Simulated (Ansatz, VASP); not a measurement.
**Re in VASP and in Ansatz**

```
Re
1.0
     2.81068    0.00000    0.00000
    -1.40534    2.43412    0.00000
     0.00000    0.00000    4.54693
Re
2
Direct
  0.33333 0.66667 0.25000
  0.66667 0.33333 0.75000
```

Change from the starting cell: volume scaled by 1.05, PAW files.

Alike in both runs: task electric field gradients; functional r2SCAN; k mesh 14 × 14 × 8; occupations fermi-dirac, width 0.08 eV; no spin polarisation.

|  | VASP | Ansatz |
| --- | --- | --- |
| version | VASP 6.6.1 | Ansatz 0.2.0 |
| potentials or method | VASP PAW PBE potentials, release 64 (Re) | PAW with Ansatz's default frozen-core files, scalar-relativistic |
| plane-wave cutoff (eV) | 520 | 500 |
| valence electrons in the cell | 14 | 30 |

|  | VASP | Ansatz | Ansatz less VASP |
| --- | --- | --- | --- |
| pressure (GPa) | -19.6 | -19.3 | +0.29 |
| largest component of the traceless stress (GPa) | 0.07 | 0.14 | +0.071 |
| Vzz of the field gradient on the site that differs most (V/Å²) | -67.0 | -63.0 | +4.04 |

The two sets of potentials don't hold the same shells in valence. Ansatz warned: «gradients_without_spin_orbit».

Caveats: so large a pressure means that the cell lies far from this level's equilibrium, or that cutoff or potentials fall short (VASP); the potentials were made for another functional, which shifts forces and pressure (VASP). The runs have no spin-orbit coupling, so splittings on Re are missing.
